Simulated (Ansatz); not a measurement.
BP, 2 atoms in the cell. It takes space group F-43m (No. 216, cubic). Conventional cell: a = 4.538 Å, b = 4.538 Å, c = 4.538 Å, α = 90.00°, β = 90.00°, γ = 90.00°. P (site symmetry -43m) has 4 B at 1.97 Å as nearest neighbours. Around B (site symmetry -43m) lie 4 P at 1.97 Å. 

| Quantity | Value |
| --- | --- |
| Program | Ansatz 0.2.0 |
| Task | elastic constants |
| Functional | PBE |
| Potentials or basis | Ansatz PAW |
| Cutoff | 420 eV (not typed: the program's choice for these potentials) |
| k mesh | 7 × 7 × 7 |
| Occupations | fixed |
| Spin | no spin polarisation |
| Atoms under strain | clamped |

Potentials or basis: Ansatz PAW.

Command:

```console
$ ansatz run input.yaml --threads 2 --pin off --max-ram 5632MiB --backend cpu --events-out ev --progress --plain --runs-dir out
```

Hardware: 2 threads of Intel(R) Xeon(R) Processor @ 2.70GHz, on a shared host.

**Question.** Estimate the wall time of this run.

**Answer.** Run time: 4.3 s on 2 threads of Intel(R) Xeon(R) Processor @ 2.70GHz, on a shared host, peak memory 0.32 GiB. Counts: scf iterations 33, plane waves 459, k points 20, bands 8.
